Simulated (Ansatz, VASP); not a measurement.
This is a calculation of MgSi for Ansatz 0.2.0.

The input input.yaml:

```yaml
crystal:
  lattice:
    - [1.5222841622, -5.4974191357, 0.0]
    - [1.5222841622, 5.4974191357, 0.0]
    - [0.0, 0.0, 4.397292155]
  atoms:
    - { symbol: Si, position: [0.570638, 0.429362, 0.75] }
    - { symbol: Si, position: [0.429362, 0.570638, 0.25] }
    - { symbol: Mg, position: [0.168381, 0.831619, 0.25] }
    - { symbol: Mg, position: [0.831619, 0.168381, 0.75] }
hamiltonian:
  xc: pbesol
  pseudopotentials: { kind: paw }
kpoints:
  mp_grid: { grid: [9, 9, 6] }
scf:
  occupations: { method: fermi_dirac, width: 0.05 }
output:
  forces: true
  stress: true
  eigenvalues: true
```

Potentials or basis: Ansatz PAW.

Command:

```console
$ ansatz run input.yaml --threads 1 --pin off --max-ram 3584MiB --backend cpu --events-out ev --progress --plain --runs-dir out
```

Translate it to VASP 6.6.1. Potentials there: VASP PAW PBE potentials, release 64 (Si, Mg).

As run (the cutoff follows the program's own potentials):

Contents of INCAR:

```
SYSTEM = MgSi
PREC = Accurate
ENCUT = 520
EDIFF = 1E-7
ISMEAR = -1
SIGMA = 0.05
LREAL = .False.
LASPH = .True.
NELM = 100
ALGO = Normal
ISIF = 2
LWAVE = .False.
LCHARG = .False.
GGA = PS
NBANDS = 14
```

KPOINTS

```
regular mesh
0
Gamma
  9 9 6
  0 0 0
```

File POSCAR:

```
MgSi
1.0
    1.5222841622     -5.4974191357      0.0000000000
    1.5222841622      5.4974191357      0.0000000000
    0.0000000000      0.0000000000      4.3972921550
Si Mg
2 2
Direct
    0.5706380000      0.4293620000      0.7500000000
    0.4293620000      0.5706380000      0.2500000000
    0.1683810000      0.8316190000      0.2500000000
    0.8316190000      0.1683810000      0.7500000000
```

Potentials or basis: VASP PAW PBE potentials, release 64 (Si, Mg).

The run is started by

```console
$ cat potpaw_PBE.64/Si/POTCAR potpaw_PBE.64/Mg/POTCAR > POTCAR
$ mpirun -np 1 vasp_std > vasp.out
```

Both were run:

|  | VASP | Ansatz | Ansatz less VASP |
| --- | --- | --- | --- |
| gap on the k mesh at the Fermi level (eV) | none | none | - |
| pressure (GPa) | -3.5 | -3.5 | +0.05 |
| largest component of the traceless stress (GPa) | 0.44 | 0.43 | -0.012 |
| rms of the force components (eV/Å) | 0.102 | 0.103 | +0.0008 |

Atom by atom the forces differ by 0.002 eV/Å (rms over components). A gap of «none» marks a metal or a gap that the smearing closes. The functional is the same, so the differences come from potentials, cutoffs and numerics. The two sets of potentials don't hold the same shells in valence.

Caveats: the PAW data sets were made with another functional, which shifts forces and pressure a little (VASP); the PAW data sets come from PBE, with cores solved anew for the run's functional, which leaves a small shift of forces and pressure (Ansatz).
